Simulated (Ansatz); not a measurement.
Consider the formal exchange of groups at a C–Si bond: `CC[SiH2]C#N` + `CCC=O` → `CCCCC=O` + `N#C[SiH3]`.

Program: Ansatz. Geometries: PBE0-D4/def2-TZVP. ΔE: electronic, gas phase. CCSD(T)/CBS adds triple-zeta CCSD(T) − MP2 to the extrapolated MP2 energy (def2 sets, frozen cores). This one scheme is used for every species. Functionals use def2-TZVPP. B3LYP here is the variant with VWN-RPA as its local correlation; programs differ in this. Each species was taken in one conformer, which may not be the lowest.

```json
{"level": "r2SCAN-D4", "ΔE (kJ/mol)": "41.5", "difference from CCSD(T)/CBS": "3.4"}
{"level": "ωB97X-V", "ΔE (kJ/mol)": "37.2", "difference from CCSD(T)/CBS": "-0.9"}
{"level": "B2PLYP", "ΔE (kJ/mol)": "40.7", "difference from CCSD(T)/CBS": "2.6"}
{"level": "PBE", "ΔE (kJ/mol)": "43.0", "difference from CCSD(T)/CBS": "4.9"}
{"level": "r2SCAN", "ΔE (kJ/mol)": "42.1", "difference from CCSD(T)/CBS": "4.0"}
{"level": "PBE0", "ΔE (kJ/mol)": "42.2", "difference from CCSD(T)/CBS": "4.1"}
{"level": "B3LYP", "ΔE (kJ/mol)": "42.6", "difference from CCSD(T)/CBS": "4.5"}
{"level": "HF/def2-TZVPP", "ΔE (kJ/mol)": "39.2", "difference from CCSD(T)/CBS": "1.1"}
{"level": "MP2/def2-TZVPP", "ΔE (kJ/mol)": "38.0", "difference from CCSD(T)/CBS": "-0.1"}
{"level": "CCSD/def2-TZVPP", "ΔE (kJ/mol)": "36.3", "difference from CCSD(T)/CBS": "-1.8"}
{"level": "CCSD(T)/def2-TZVPP", "ΔE (kJ/mol)": "36.0", "difference from CCSD(T)/CBS": "-2.1"}
{"level": "HF/def2-QZVPP", "ΔE (kJ/mol)": "39.7", "difference from CCSD(T)/CBS": "1.6"}
{"level": "MP2/def2-QZVPP", "ΔE (kJ/mol)": "39.4", "difference from CCSD(T)/CBS": "1.3"}
{"level": "SCS-MP2/def2-QZVPP", "ΔE (kJ/mol)": "38.2", "difference from CCSD(T)/CBS": "0.1"}
{"level": "HF/CBS(def2)", "ΔE (kJ/mol)": "39.7", "difference from CCSD(T)/CBS": "1.6"}
{"level": "MP2/CBS(def2)", "ΔE (kJ/mol)": "40.1", "difference from CCSD(T)/CBS": "2.0"}
{"level": "CCSD(T)/CBS", "ΔE (kJ/mol)": "38.1", "difference from CCSD(T)/CBS": "0"}
```

Largest T1 diagnostic among the species: 0.013.

CCSD(T)/CBS has its own doubt, a few kJ/mol and more with outer-core shells, so smaller differences from it don't rank the levels.
